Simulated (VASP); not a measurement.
# TiAl (Pm-3m) in VASP: further runs

One crystal, TiAl, is run at these levels: PBE; tasks: single point.

Everything below comes from runs of VASP 6.6.1. Logs are shortened: lines on timing, memory, paths and dates and some standing lists are left out, and cuts for length are marked.

## Step 1: The crystal as given

Symmetry: Pm-3m, No. 221, cubic system. The conventional cell has a = 3.179 Å, b = 3.179 Å, c = 3.179 Å, α = 90.00°, β = 90.00°, γ = 90.00°. Ti (site symmetry m-3m) is surrounded by 8 Al at 2.75 Å. Al (site symmetry m-3m) is surrounded by 8 Ti at 2.75 Å.

The cell comes from a database or a generator and needn't be the stable form of this composition.

## Step 2: Single point, PBE

Contents of INCAR:

```
SYSTEM = TiAl
  ADDGRID = .FALSE.
  ALGO = Normal
  EDIFF = 1E-6
  ENCUT = 650
  GGA = PE
  ISIF = 2
  ISMEAR = -1
  LASPH = .TRUE.
  LCHARG = .FALSE.
  LREAL = .FALSE.
  LWAVE = .FALSE.
  NELM = 100
  PREC = Accurate
  SIGMA = 0.1
```

Contents of KPOINTS:

```
k-points
0
G
  10 10 10
  0 0 0
```

Contents of POSCAR:

```
TiAl
1.0
    3.1790640000      0.0000000000      0.0000000000
    0.0000000000      3.1790640000      0.0000000000
    0.0000000000      0.0000000000      3.1790640000
Ti Al
1 1
Direct
    0.0000000000      0.0000000000      0.0000000000
    0.5000000000      0.5000000000      0.5000000000
```

Potentials or basis: VASP PAW PBE potentials, release 64 (Ti_sv, Al).

On the command line:

```console
$ cat potpaw_PBE.64/Ti_sv/POTCAR potpaw_PBE.64/Al/POTCAR > POTCAR
$ mpirun -np 1 vasp_std > vasp.out
```

OUTCAR:

```text
SYSTEM = TiAl
   EDIFF = 1E-6
   ENCUT = 650
   GGA = PE
   ISIF = 2
   ISMEAR = -1
   LASPH = .TRUE.
   LREAL = .FALSE.
   NELM = 100
   PREC = Accurate

 Found     56 irreducible k-points:

 Following reciprocal coordinates:
            Coordinates               Weight
  0.000000  0.000000  0.000000      1.000000
  0.100000  0.000000  0.000000      6.000000
  0.200000  0.000000  0.000000      6.000000
  0.300000  0.000000  0.000000      6.000000
  0.400000  0.000000  0.000000      6.000000
  0.500000  0.000000  0.000000      3.000000
   k-points           NKPTS =     56   k-points in BZ     NKDIM =     56   number of bands    NBANDS=     11
   number of dos      NEDOS =    301   number of ions     NIONS =      2
   total plane-waves  NPLWV =  21952
   dimension x,y,z NGX =    28 NGY =   28 NGZ =   28
   dimension x,y,z NGXF=    56 NGYF=   56 NGZF=   56
   ions per type =               1   1
   NGX,Y,Z   is equivalent  to a cutoff of  14.64, 14.64, 14.64 a.u.
   NGXF,Y,Z  is equivalent  to a cutoff of  29.28, 29.28, 29.28 a.u.
 SYSTEM =  TiAl
   PREC   = accura    normal or accurate (medium, high low for compatibility)
   ISTART =      0    job   : 0-new  1-cont  2-samecut
   ICHARG =      2    charge: 1-file 2-atom 10-const
   ISPIN  =      1    spin polarized calculation?
   LNONCOLLINEAR =      F non collinear calculations
   LSORBIT =      F    spin-orbit coupling
   LASPH  =      T    aspherical Exc in radial PAW
   ENCUT  =  650.0 eV  47.77 Ry    6.91 a.u.   6.61  6.61  6.61*2*pi/ulx,y,z
   NELM   =    100;   NELMIN=  2; NELMDL= -5     # of ELM steps
   EDIFF  = 0.1E-05   stopping-criterion for ELM
   LREAL  =      F    real-space projection
   EDIFFG = 0.1E-04   stopping-criterion for IOM
   NSW    =      0    number of steps for IOM
   IBRION =     -1    ionic relax: 0-MD 1-quasi-New 2-CG
   NFREE  =      0    steps in history (QN), initial steepest desc. (CG)
   ISIF   =      2    stress and relaxation
   ISYM   =      2    0-nonsym 1-usesym 2-fastsym
   POTIM  = 0.5000    time-step for ionic-motion
   TEBEG  =    0.0;   TEEND  =   0.0 temperature during run
   PSTRESS=    0.0 pullay stress
   NELECT =      15.0000    total number of electrons
   NUPDOWN=      -1.0000    fix difference up-down
   EMIN   =  10.00;   EMAX   =-10.00  energy-range for DOS
   EFERMI =   0.00;   METHOD = LEGACY
   ISMEAR =    -1;   SIGMA  =   0.10  broadening in eV -4-tet -1-fermi 0-gaus
   EFERMI_NEDOS =   21; number of points for ismear=-14 and -15
   IALGO  =     38    algorithm
   IMIX   =      4    mixing-type and parameters
     AMIX     =   0.40;   BMIX     =  1.00
     AMIX_MAG =   1.60;   BMIX_MAG =  1.00
  volume/ion in A,a.u.               =      16.06       108.41
  Fermi-wavevector in a.u.,A,eV,Ry     =   1.270007  2.399964 21.945065  1.612917
  Thomas-Fermi vector in A             =   2.403017
   LORBIT       =      0    0 simple, 1 ext, 2 COOP (PROOUT), +10 PAW based schemes
   GGA     = PE    functional components
   LHFCALC =     F    Hartree Fock is set to
   AEXX    =    0.0000 exact exchange contribution
   IVDW    =     0    specifies the selected vdW correction
   LEPSILON=     F    determine dielectric tensor
   LRPA    =     F    only Hartree local field effects (RPA)
 non-spin polarized calculation
  energy-cutoff  :      650.00
  volume of cell :       32.13
 maximum number of plane-waves:      1233
 NGX is ok and might be reduce to    28
   NGX = 13   NGY = 13   NGZ = 13

 number of electron      15.0000003 magnetization

 Free energy of the ion-electron system (eV)
  ---------------------------------------------------
  ext. energy  EPLUGINS =         0.00000000
  ---------------------------------------------------
  free energy    TOTEN  =       -12.14907922 eV

  energy without entropy =      -12.07405803  energy(sigma->0) =      -12.11156863

 E-fermi :   8.7780     XC(G=0): -11.0861

 val. band max:        8.7716032928   @ k =   0.4000   0.3000   0.2000
 cond. band min:       8.7901690096   @ k =   0.4000   0.2000   0.2000
 fundamental gap:      0.0185657168
 Fermi energy:         8.7779961558

 k-point     1 :       0.0000    0.0000    0.0000
  band No.  band energies     occupation
      1     -48.1152      2.00000
      2     -24.3177      2.00000
      3     -24.3177      2.00000
      4     -24.3177      2.00000
      5      -0.4998      2.00000
      6       7.3383      2.00000
      7       7.3383      2.00000
      8      10.5838      0.00000
      9      10.5838      0.00000
     10      10.5838      0.00000
     11      13.1899      0.00000

 k-point     2 :       0.1000    0.0000    0.0000
  band No.  band energies     occupation
      1     -48.1138      2.00000
      2     -24.3342      2.00000
      3     -24.3163      2.00000
      4     -24.3163      2.00000
      5      -0.3405      2.00000
      6       7.2494      2.00000
      7       7.4096      2.00000
      8      10.3219      0.00000
      9      10.3219      0.00000
     10      10.6027      0.00000
     11      12.5754      0.00000

 k-point     3 :       0.2000    0.0000    0.0000
  band No.  band energies     occupation
      1     -48.1101      2.00000
      2     -24.3772      2.00000
      3     -24.3125      2.00000
      4     -24.3125      2.00000
      5       0.1285      2.00000
      6       6.8201      2.00000
      7       7.6071      1.99998
      8       9.8133      0.00006
      9       9.8133      0.00006
     10      10.6525      0.00000
     11      11.7284      0.00000

 k-point     4 :       0.3000    0.0000    0.0000
  band No.  band energies     occupation
      1     -48.1055      2.00000
      2     -24.4300      2.00000
      3     -24.3079      2.00000
      4     -24.3079      2.00000
      5       0.8814      2.00000
      6       5.8551      2.00000
      7       7.8779      1.99975
      8       9.3476      0.00670
      9       9.3476      0.00670
     10      10.7153      0.00000
     11      11.4754      0.00000

 k-point     5 :       0.4000    0.0000    0.0000
  band No.  band energies     occupation
      1     -48.1018      2.00000
      2     -24.4723      2.00000
      3     -24.3041      2.00000
      4     -24.3041      2.00000
      5       1.8674      2.00000
      6       4.5758      2.00000
      7       8.1250      1.99709
      8       9.0386      0.13752
      9       9.0386      0.13752
     10      10.7671      0.00000
     11      11.6390      0.00000

 k-point     6 :       0.5000    0.0000    0.0000
  band No.  band energies     occupation
      1     -48.1004      2.00000
      2     -24.4884      2.00000
      3     -24.3026      2.00000
      4     -24.3026      2.00000
      5       2.7350      2.00000
      6       3.5835      2.00000
      7       8.2278      1.99188
      8       8.9313      0.35505
      9       8.9313      0.35505
     10      10.7871      0.00000
     11      11.7621      0.00000

 [... further k-points ...]

------------------------ aborting loop because EDIFF is reached ----------------------------------------

  FORCE on cell =-STRESS in cart. coord.  units (eV):
  Direction    XX          YY          ZZ          XY          YZ          ZX
  --------------------------------------------------------------------------------------
  -------------------------------------------------------------------------------------
  Total        0.1850456      0.1850456      0.1850456      0.0000000      0.0000000     -0.0000000
  in kB        9.2276609      9.2276609      9.2276609      0.0000000      0.0000000     -0.0000000
  external PRESSURE =       9.2276609 kB  Pullay stress =       0.0000000 kB

 VOLUME and BASIS-vectors are now :
 -----------------------------------------------------------------------------
  energy-cutoff  :      650.00
  volume of cell :       32.13
      direct lattice vectors                 reciprocal lattice vectors
     3.179064000  0.000000000  0.000000000     0.314557996  0.000000000  0.000000000
     0.000000000  3.179064000  0.000000000     0.000000000  0.314557996  0.000000000
     0.000000000  0.000000000  3.179064000     0.000000000  0.000000000  0.314557996

 POSITION                                       TOTAL-FORCE (eV/Angst)
 -----------------------------------------------------------------------------------
      0.00000      0.00000      0.00000         0.000000      0.000000      0.000000
      1.58953      1.58953      1.58953         0.000000      0.000000      0.000000
 -----------------------------------------------------------------------------------
    total drift:                               -0.000000     -0.000000     -0.000000

  FREE ENERGIE OF THE ION-ELECTRON SYSTEM (eV)
  ---------------------------------------------------
  free  energy   TOTEN  =       -12.1490792236 eV

  energy  without entropy=      -12.0740580346  energy(sigma->0) =      -12.11156863
```

Run time: 9.8 s. Hardware: 1 thread of Intel Xeon 6975P-C (Granite Rapids), shared host; peak memory 0.17 GiB.

These settings aren't checked as converged: the numbers below hold their error.

Results:

| Quantity | Value |
| --- | --- |
| Free energy | -12.1491 eV |
| Pressure | 0.9 GPa |
| Band gap on the k mesh | none (metal or under the smearing width) |

## Step 3: Single point, PBE

Changes to INCAR since step 2:

```diff
@@ -4,3 +4,3 @@
   EDIFF = 1E-6
-  ENCUT = 650
+  ENCUT = 460
   GGA = PE
```

Contents of KPOINTS:

```
k-points
0
G
  12 12 12
  0 0 0
```

POSCAR is that of step 2.

Potentials or basis: VASP PAW PBE potentials, release 64 (Ti_sv, Al).

On the command line:

```console
$ cat potpaw_PBE.64/Ti_sv/POTCAR potpaw_PBE.64/Al/POTCAR > POTCAR
$ mpirun -np 1 vasp_std > vasp.out
```

OUTCAR:

```text
SYSTEM = TiAl
   EDIFF = 1E-6
   ENCUT = 460
   GGA = PE
   ISIF = 2
   ISMEAR = -1
   LASPH = .TRUE.
   LREAL = .FALSE.
   NELM = 100
   PREC = Accurate

 Found     84 irreducible k-points:

 Following reciprocal coordinates:
            Coordinates               Weight
  0.000000  0.000000  0.000000      1.000000
  0.083333  0.000000  0.000000      6.000000
  0.166667  0.000000  0.000000      6.000000
  0.250000  0.000000  0.000000      6.000000
  0.333333  0.000000  0.000000      6.000000
  0.416667  0.000000  0.000000      6.000000
   k-points           NKPTS =     84   k-points in BZ     NKDIM =     84   number of bands    NBANDS=     11
   number of dos      NEDOS =    301   number of ions     NIONS =      2
   total plane-waves  NPLWV =  13824
   dimension x,y,z NGX =    24 NGY =   24 NGZ =   24
   dimension x,y,z NGXF=    48 NGYF=   48 NGZF=   48
   ions per type =               1   1
   NGX,Y,Z   is equivalent  to a cutoff of  12.55, 12.55, 12.55 a.u.
   NGXF,Y,Z  is equivalent  to a cutoff of  25.10, 25.10, 25.10 a.u.
 SYSTEM =  TiAl
   PREC   = accura    normal or accurate (medium, high low for compatibility)
   ISTART =      0    job   : 0-new  1-cont  2-samecut
   ICHARG =      2    charge: 1-file 2-atom 10-const
   ISPIN  =      1    spin polarized calculation?
   LNONCOLLINEAR =      F non collinear calculations
   LSORBIT =      F    spin-orbit coupling
   LASPH  =      T    aspherical Exc in radial PAW
   ENCUT  =  460.0 eV  33.81 Ry    5.81 a.u.   5.56  5.56  5.56*2*pi/ulx,y,z
   NELM   =    100;   NELMIN=  2; NELMDL= -5     # of ELM steps
   EDIFF  = 0.1E-05   stopping-criterion for ELM
   LREAL  =      F    real-space projection
   EDIFFG = 0.1E-04   stopping-criterion for IOM
   NSW    =      0    number of steps for IOM
   IBRION =     -1    ionic relax: 0-MD 1-quasi-New 2-CG
   NFREE  =      0    steps in history (QN), initial steepest desc. (CG)
   ISIF   =      2    stress and relaxation
   ISYM   =      2    0-nonsym 1-usesym 2-fastsym
   POTIM  = 0.5000    time-step for ionic-motion
   TEBEG  =    0.0;   TEEND  =   0.0 temperature during run
   PSTRESS=    0.0 pullay stress
   NELECT =      15.0000    total number of electrons
   NUPDOWN=      -1.0000    fix difference up-down
   EMIN   =  10.00;   EMAX   =-10.00  energy-range for DOS
   EFERMI =   0.00;   METHOD = LEGACY
   ISMEAR =    -1;   SIGMA  =   0.10  broadening in eV -4-tet -1-fermi 0-gaus
   EFERMI_NEDOS =   21; number of points for ismear=-14 and -15
   IALGO  =     38    algorithm
   IMIX   =      4    mixing-type and parameters
     AMIX     =   0.40;   BMIX     =  1.00
     AMIX_MAG =   1.60;   BMIX_MAG =  1.00
[... 16 lines left out ...]

 number of electron      14.9999994 magnetization

 Free energy of the ion-electron system (eV)
  ---------------------------------------------------
  ext. energy  EPLUGINS =         0.00000000
  ---------------------------------------------------
  free energy    TOTEN  =       -12.14611764 eV

  energy without entropy =      -12.06917096  energy(sigma->0) =      -12.10764430

 E-fermi :   8.7761     XC(G=0): -11.0864

 val. band max:        8.7714893913   @ k =   0.5000   0.0833   0.0000
 cond. band min:       8.7786882695   @ k =   0.3333   0.2500   0.2500
 fundamental gap:      0.0071988782
 Fermi energy:         8.7760975397

 k-point     1 :       0.0000    0.0000    0.0000
  band No.  band energies     occupation
      1     -48.1172      2.00000
      2     -24.3197      2.00000
      3     -24.3197      2.00000
      4     -24.3197      2.00000
      5      -0.4989      2.00000
      6       7.3375      2.00000
      7       7.3375      2.00000
      8      10.5823      0.00000
      9      10.5823      0.00000
     10      10.5823      0.00000
     11      13.1899      0.00000
[... 57 lines left out ...]
 k-point     6 :       0.4167    0.0000    0.0000
  band No.  band energies     occupation
      1     -48.1031      2.00000
      2     -24.4790      2.00000
      3     -24.3056      2.00000
      4     -24.3056      2.00000
      5       2.0469      2.00000
      6       4.3608      2.00000
      7       8.1542      1.99602
      8       9.0051      0.18385
      9       9.0051      0.18385
     10      10.7717      0.00000
     11      11.6714      0.00000

 [... further k-points ...]

------------------------ aborting loop because EDIFF is reached ----------------------------------------

  FORCE on cell =-STRESS in cart. coord.  units (eV):
  Direction    XX          YY          ZZ          XY          YZ          ZX
  --------------------------------------------------------------------------------------
  -------------------------------------------------------------------------------------
  Total        0.1754538      0.1754538      0.1754538      0.0000000      0.0000000     -0.0000000
  in kB        8.7493435      8.7493435      8.7493435      0.0000000      0.0000000     -0.0000000
  external PRESSURE =       8.7493435 kB  Pullay stress =       0.0000000 kB

 VOLUME and BASIS-vectors are now :
 -----------------------------------------------------------------------------
  energy-cutoff  :      460.00
  volume of cell :       32.13
      direct lattice vectors                 reciprocal lattice vectors
     3.179064000  0.000000000  0.000000000     0.314557996  0.000000000  0.000000000
     0.000000000  3.179064000  0.000000000     0.000000000  0.314557996  0.000000000
     0.000000000  0.000000000  3.179064000     0.000000000  0.000000000  0.314557996

 POSITION                                       TOTAL-FORCE (eV/Angst)
 -----------------------------------------------------------------------------------
      0.00000      0.00000      0.00000         0.000000      0.000000      0.000000
      1.58953      1.58953      1.58953         0.000000      0.000000      0.000000
 -----------------------------------------------------------------------------------
    total drift:                               -0.000000      0.000000      0.000000

  FREE ENERGIE OF THE ION-ELECTRON SYSTEM (eV)
  ---------------------------------------------------
  free  energy   TOTEN  =       -12.1461176424 eV

  energy  without entropy=      -12.0691709628  energy(sigma->0) =      -12.10764430
```

OSZICAR:

```text
N       E                     dE             d eps       ncg     rms          rms(c)
DAV:   1     0.859529196702E+02    0.85953E+02   -0.70628E+03  1851   0.126E+03
DAV:   2    -0.816646105816E+01   -0.94119E+02   -0.91963E+02  1866   0.323E+02
DAV:   3    -0.136057520682E+02   -0.54393E+01   -0.51296E+01  2931   0.754E+01
DAV:   4    -0.137886137862E+02   -0.18286E+00   -0.18103E+00  2402   0.120E+01
DAV:   5    -0.137956203595E+02   -0.70066E-02   -0.70024E-02  2657   0.215E+00    0.980E+00
DAV:   6    -0.122176801115E+02    0.15779E+01   -0.11913E+01  2276   0.390E+01    0.284E+00
DAV:   7    -0.121534589650E+02    0.64221E-01   -0.69591E-01  2245   0.101E+01    0.166E+00
DAV:   8    -0.121461490198E+02    0.73099E-02   -0.50788E-02  2204   0.239E+00    0.355E-01
DAV:   9    -0.121459613121E+02    0.18771E-03   -0.72068E-03  2534   0.789E-01    0.183E-01
DAV:  10    -0.121460336481E+02   -0.72336E-04   -0.80369E-05  2250   0.937E-02    0.143E-01
DAV:  11    -0.121461161798E+02   -0.82532E-04   -0.20243E-04  1965   0.169E-01    0.139E-02
DAV:  12    -0.121461178179E+02   -0.16382E-05   -0.16813E-05  2368   0.256E-02    0.114E-02
DAV:  13    -0.121461176424E+02    0.17547E-06   -0.42240E-06  1980   0.240E-02
   1 F= -.12146118E+02 E0= -.12107644E+02  d E =-.769467E-01
```

Run time: 7 s. Hardware: 1 thread of Intel Xeon 6975P-C (Granite Rapids), shared host; peak memory 0.15 GiB.

The run converged, but some of its settings lie outside the range that counts as converged, so its numbers aren't taken as properties of the crystal.

Results:

```
Free energy            : -12.1461 eV
Pressure               : 0.9 GPa
Band gap on the k mesh : none (metal or under the smearing width)
```

## Step 4: Single point, PBE

Changes to INCAR since step 3:

```diff
@@ -4,3 +4,3 @@
   EDIFF = 1E-6
-  ENCUT = 460
+  ENCUT = 520
   GGA = PE
```

KPOINTS is that of step 3.

POSCAR is that of step 3.

On the command line:

```console
$ cat potpaw_PBE.64/Ti_sv/POTCAR potpaw_PBE.64/Al/POTCAR > POTCAR
$ mpirun -np 1 vasp_std > vasp.out
```

It took 7.2 s on 1 thread of Intel Xeon 6975P-C (Granite Rapids), shared host; peak memory 0.16 GiB.

The run converged, but some of its settings lie outside the range that counts as converged, so its numbers aren't taken as properties of the crystal.

What came out:

| Item | Value |
| --- | --- |
| Free energy | -12.1469 eV |
| Pressure | 1.0 GPa |
| Band gap on the k mesh | none (metal or under the smearing width) |

## Step 5: The reference run

An earlier run on the cell as given: functional PBEsol; potentials or basis VASP PAW PBE potentials, release 64 (Ti_sv, Al); cutoff 520 eV; k mesh 8 × 8 × 8; occupations fermi-dirac, width 0.05 eV; no spin polarisation.

* Pressure: -2.3 GPa
* Band gap on the k mesh: none (metal or under the smearing width)
